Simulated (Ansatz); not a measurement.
The calculation used DFT PBE, scalar-relativistic, plane waves, PAW (Ansatz). Several structures of ZnS7 were relaxed, and the powder pattern of one of them was computed from 10° to 70° in 2θ (λ = 1.5406 Å; lines under 1 % are left out).

Cu Kα1 powder pattern (kinematic, no thermal factors).
| 2θ (°) | relative intensity |
| --- | --- |
| 10.31 | 14 |
| 20.71 | 100 |
| 21.24 | 19 |
| 26.30 | 2 |
| 27.92 | 12 |
| 28.32 | 2 |
| 31.28 | 5 |
| 36.60 | 9 |
| 37.54 | 1 |
| 39.03 | 74 |
| 42.14 | 6 |
| 42.17 | 3 |
| 43.26 | 4 |
| 43.53 | 2 |
| 46.39 | 7 |
| 47.43 | 6 |
| 49.65 | 22 |
| 53.41 | 2 |
| 53.43 | 7 |
| 54.14 | 13 |
| 55.27 | 1 |
| 57.02 | 2 |
| 57.69 | 4 |
| 57.72 | 1 |
| 58.59 | 16 |
| 60.49 | 2 |
| 61.14 | 4 |
| 62.00 | 2 |
| 63.87 | 2 |
| 67.11 | 3 |
| 67.13 | 2 |
| 68.49 | 2 |

Question: Which structure gives it?
A.

```
Zn S
1.0
     4.78773    0.00000    0.00000
     0.00000    4.78773    0.00000
     0.00000    0.00000    8.57076
Zn S
1 7
Direct
  0.00000 0.00000 0.46115
  0.50000 0.00000 0.50562
  0.00000 0.50000 0.50562
  0.27568 0.27568 0.04051
  0.72432 0.72432 0.04051
  0.72432 0.27568 0.04051
  0.27568 0.72432 0.04051
  0.50000 0.50000 0.57012
```

B.

```
Zn S
1.0
     4.50818    0.00000    0.00000
     0.00000    5.42118    0.00000
    -1.17798    0.00000   11.44591
Zn S
1 7
Direct
  0.00000 0.77420 0.00000
  0.88341 0.54448 0.26462
  0.19678 0.71149 0.38046
  0.70377 0.79791 0.13913
  0.11658 0.54448 0.73538
  0.80322 0.71149 0.61954
  0.29623 0.79791 0.86087
  0.00000 0.93007 0.50000
```

C.

```
Zn S
1.0
     4.57475    2.64123    2.93312
    -4.57475    2.64123    2.93312
     0.00000   -5.28247    2.93312
Zn S
1 7
Cartesian
  0.0000 0.0000 6.3902
  0.0000 3.4117 5.3437
  -2.8581 1.6501 3.2643
  -2.9547 -1.7059 5.3437
  0.0000 -3.3002 3.2643
  2.9547 -1.7059 5.3437
  2.8581 1.6501 3.2643
  0.0000 0.0000 4.2592
```

Answer: A. Its strongest line, at 2θ = 20.71°, has d = λ/(2 sin θ) = 4.285 Å and is the (0 0 2) reflection of the conventional P4mm cell with a = 4.788 Å, c = 8.571 Å. The others have their strongest lines at 16.3° (B); 15.0° (C).

The cells needn't be stable.
